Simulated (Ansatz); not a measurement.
# PbI2: the cost of one run

Program: Ansatz 0.2.0, driven from Python. Level of theory: DFT PBE, plane waves, PAW. These are calculated values, not measurements.

## (1) Starting point

It takes space group P-3m1 (No. 164, trigonal). The conventional cell has a = 4.555 Å, b = 4.555 Å, c = 6.977 Å, α = 90.00°, β = 90.00°, γ = 120.00°. Pb (site symmetry -3m) has 6 I at 3.21 Å in its first shell of neighbours. I (site symmetry 3m) is surrounded by 3 Pb at 3.21 Å.

No structure file is read: the coordinates are typed or built in the script.

## (2) The script

Input file pbi2_strain.py:

```python
'''A uniaxial strain scan of PbI2.'''

import ansatz as az
import numpy as np
from tabulate import tabulate

vectors0 = np.array([
    [4.555, 0.0, 0.0],
    [-2.2775, 3.94475, 0.0],
    [0.0, 0.0, 6.977],
])
sites = [
    ('Pb', (0.0, 0.0, 0.0)),
    ('I', (1 / 3, 2 / 3, 0.265)),
    ('I', (2 / 3, 1 / 3, 0.735)),
]


def make_crystal(cell):
    crystal = az.Crystal(lattice=az.Lattice.of(cell))
    for symbol, position in sites:
        crystal = crystal.atom(symbol, position)
    return crystal

# clamped ions: the fractional positions stay as typed
values = np.linspace(-0.05, 0.05, 7)
energies = []
for d in values:
    strain = np.diag([0, 0, d])
    cell = vectors0 @ (np.eye(3) + strain)
    base = (
        make_crystal(cell).calculation()
        .functional(az.Functional.PBE)
        .basis(41 * az.Ry)
        .occupations('fermi_dirac', width=0.05)
        .kpoints(6, 6, 4)
    )
    summary = base.run(threads=1, backend='cpu').report
    energies.append(summary['free_energy_ev'] / len(sites))
    print(f'd = {d:+.4f}  F = {energies[-1]:.5f} eV/atom')
energies = np.array(energies)

print(tabulate(zip(values, 1000 * (energies - energies.min())), headers=['strain', 'dE (meV/atom)'], floatfmt='.3f'))
curvature = 2 * np.polyfit(values, energies, 3)[1]
volume = abs(np.linalg.det(vectors0)) / len(sites)
print(f'd2E/dd2 over the volume: {curvature / volume * 160.21766:.1f} GPa')
```

## (3) Launch

Command:

```bash
python pbi2_strain.py
```

**Question.** How long does this script take on 1 thread of Arm Neoverse V1, shared host, and how much memory does it need?

About 38 s, with a peak of 0.51 GiB.
